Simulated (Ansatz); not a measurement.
A calculation with Ansatz 0.2.0 of PbS (Galena) (native input, structure typed inline):

Contents of input.yaml:

```yaml
crystal:
  lattice:
    - [4.19420387, 0.0, 0.0]
    - [2.097101935, 3.6322871001, 0.0]
    - [2.097101935, 1.2107623667, 3.4245531196]
  atoms:
    - { symbol: Pb, position: [0.0, 0.0, 0.0] }
    - { symbol: S, position: [0.5, 0.5, 0.5] }
hamiltonian:
  xc: lda
  pseudopotentials: { kind: paw_fr }
  dispersion: d3bj
magnetization:
  noncollinear: true
  spin_orbit: true
kpoints:
  mp_grid: { grid: [8, 8, 8] }
scf:
  occupations: { method: methfessel_paxton, width: 0.15 }
output:
  forces: true
  stress: true
  eigenvalues: true
  write_density: true
  write_potential: true
  elf: true
  volumetric_format: npy
```

Potentials or basis: Ansatz PAW.

Run with:

```console
$ ansatz run input.yaml --threads 2 --pin off --max-ram 5120MiB --backend cpu --events-out ev --progress --plain --runs-dir out
```

Write the same calculation in another form: ASE script, structure from a P1 CIF.

As run:

The input run.py:

```python
import json

import ase.io
import numpy as np

import ansatz as az

atoms = ase.io.read("PbS.cif")
atoms.info.pop("occupancy", None)

calculation = (
    az.Crystal.from_ase(atoms)
    .calculation()
    .kpoints(8, 8, 8)
    .functional("lda", dispersion="d3bj")
    .pseudopotentials(kind="paw_fr")
    .spin("noncollinear", soc=True)
    .occupations(method="methfessel_paxton", width=0.15)
    .density()
    .potential()
    .output_files(volumetric_format="npy")
    .electron_localization_function()
    .forces()
    .stress()
    .band_table(publish=True)
)
outcome = calculation.run(threads=2, events_out="events.jsonl")

report = outcome.report
for line in open("events.jsonl"):
    event = json.loads(line)
    if event["event"] == "scf_iter":
        d = event["data"]
        print(f"SCF {d['iter']:3d}  HF = {d['harris_foulkes_ev']:.6f} eV  dr2 = {d['dr2_ev']:.2e} eV")
    elif event["event"] in ("relax_step", "md_step"):
        d = event["data"]
        print(f"{event['event']} {d['step']:3d}  E = {d['lagrangian_ev']:.6f} eV")
np.set_printoptions(precision=5, suppress=True, linewidth=110)
print("converged:", report["converged"], "after", report["n_iterations"], "iterations")
print(f"free energy {report['free_energy_ev']:.6f} eV, Fermi level {report['fermi_energy_ev']:.4f} eV")
for key in ("band_edges_ev", "magnetization_mub", "site_moments_mub", "site_moments_nc_mub", "forces_ev_ang",
                "stress_gpa"):
    if report.get(key) is not None:
        print(key, np.array(report[key]), sep="\n")
```

PbS.cif

```cif
data_PbS
_cell_length_a 4.19420387
_cell_length_b 4.19420387
_cell_length_c 4.19420387
_cell_angle_alpha 60.00000000
_cell_angle_beta 60.00000000
_cell_angle_gamma 60.00000000
_space_group_name_H-M_alt 'P1'
_space_group_name_Hall 'P 1'
_space_group_IT_number 1
loop_
_space_group_symop_operation_xyz
'x,y,z'
loop_
_atom_site_label
_atom_site_type_symbol
_atom_site_symmetry_multiplicity
_atom_site_Wyckoff_symbol
_atom_site_fract_x
_atom_site_fract_y
_atom_site_fract_z
_atom_site_occupancy
Pb1 Pb 1 a 0.0000000000 0.0000000000 0.0000000000 1
S1 S 1 a 0.5000000000 0.5000000000 0.5000000000 1
```

Potentials or basis: Ansatz PAW.

The run is started by

```sh
$ python run.py
```

Both were run:

|  | native input, structure typed inline | ASE script, structure from a P1 CIF |
| --- | --- | --- |
| Pressure | -5.3 GPa | -5.3 GPa |
| Band gap on the k mesh | 0.21 eV, direct | 0.21 eV, direct |

Keys that steer only the numerical path or the files written may differ.

Caveat: the dispersion damping was fitted for another functional or another form of the correction.
